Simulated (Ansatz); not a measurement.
Hf:

```
Hf
1.0
     0.00000    2.22000    2.22000
     2.22000    0.00000    2.22000
     2.22000    2.22000    0.00000
Hf
1
Direct
  0.00000 0.00000 0.00000
```

This isn't the form of Hf at room conditions, which is hcp.

```yaml
Program: Ansatz 0.2.0
Task: relaxation of cell and atoms
Functional: r2SCAN
Potentials_or_basis: Ansatz PAW
Cutoff: "500 eV (not typed: the program's choice for these potentials)"
k_mesh: 10 × 10 × 10
Occupations: fermi-dirac, width 0.05 eV
Spin: no spin polarisation
```

At the start: volume 21.88 Å³/atom.

Task: Where does the relaxation end?

Result: It ends after 4 steps and the volume is 22.43 Å³/atom (+2.5 %); space group Fm-3m (No. 225, to 0.05 Å).

Step by step:
| step | energy change (eV) | largest force (eV/Å) | volume (Å³) |
| --- | --- | --- | --- |
| 1 | 0.0000 | 0.0000 | 21.88 |
| 2 | -0.0042 | 0.0000 | 22.45 |
| 3 | -0.0042 | 0.0000 | 22.43 |
| 4 | -0.0043 | 0.0000 | 22.43 |

Final structure:
```xyz
1
Lattice="0.0000 2.2385 2.2385 2.2385 0.0000 2.2385 2.2385 2.2385 0.0000" Properties=species:S:1:pos:R:3 pbc="T T T"
Hf    0.0000    0.0000    0.0000
```

Caveat: the plane-wave basis is chosen anew once the cell has moved, so the energies of steps on either side of that aren't comparable; the PAW data sets come from PBE, with cores solved anew for the run's functional, which leaves a small shift of forces and pressure.
